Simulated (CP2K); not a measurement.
Runs of CP2K 2026.2 on Mg. The structure is hexagonal, space group P6_3/mmc (No. 194). The conventional cell has a = 3.177 Å, b = 3.177 Å, c = 10.319 Å, α = 90.00°, β = 90.00°, γ = 120.00°. Mg (site symmetry -6m2) has 12 Mg at 3.17 to 3.18 Å as nearest neighbours. Mg (site symmetry -3m) is surrounded by 12 Mg at 3.17 to 3.18 Å. 

| task | level | potentials or basis | cell | k mesh | smearing | EPS_DEFAULT | EXTRAPOLATION | basis sets | potentials | optimiser | gap on the mesh (eV) | pressure (GPa) | relaxed volume (Å³/atom) | largest force (eV/Å) |
| --- | --- | --- | --- | --- | --- | --- | --- | --- | --- | --- | --- | --- | --- | --- |
| relaxation of cell and atoms | BLYP | GTH_POTENTIALS Mg GTH-BLYP-q10; TZVP-MOLOPT-PBE-GTH basis | relaxed | 7 × 7 × 3 | fermi-dirac 0.05 eV | 1.0E-10 | USE_PREV_P | Mg TZVP-MOLOPT-PBE-GTH-q10 | Mg GTH-BLYP-q10 of GTH_POTENTIALS | BFGS | none | 0.0 | (a) | 0.28 |
| relaxation of cell and atoms | r2SCAN | POTENTIAL_UZH Mg GTH-SCAN-q10; TZVP-MOLOPT-SCAN-GTH basis | relaxed | 7 × 7 × 3 | fermi-dirac 0.05 eV | 1.0E-10 | USE_PREV_P | Mg TZVP-MOLOPT-SCAN-GTH-q10 | Mg GTH-SCAN-q10 of POTENTIAL_UZH | BFGS | none | 0.0 | 23.04 | 0.01 |
| single point | PBEsol | POTENTIAL_UZH Mg GTH-PBE-q10; TZVP-MOLOPT-PBE-GTH basis | as given | 10 × 10 × 3 | fermi-dirac 0.05 eV | 1.0E-10 | - | Mg TZVP-MOLOPT-PBE-GTH-q10 | Mg GTH-PBE-q10 of POTENTIAL_UZH | - | none | 1.2 | - | - |
| relaxation of cell and atoms | PBEsol | POTENTIAL_UZH Mg GTH-PBE-q10; TZVP-MOLOPT-PBE-GTH basis | relaxed | 7 × 7 × 2 | fermi-dirac 0.0259 eV | 1.0E-9 | USE_PREV_P | Mg TZVP-MOLOPT-PBE-GTH-q10 | Mg GTH-PBE-q10 of POTENTIAL_UZH | BFGS | none | 0.0 | 23.34 | 0.26 |

Alike in all rows: no spin polarisation.

Task: Fill in the values left out.

Result: (a) 24.51.

Caveats: the basis of atomic orbitals isn't converged, which shifts pressures, moduli and gaps; the potentials were made for another functional, which shifts forces and pressure (some runs).

A k mesh can miss the band edges.

A gap of «none» marks a metal or a gap under the smearing width.

Not every run made on this cell is shown here.
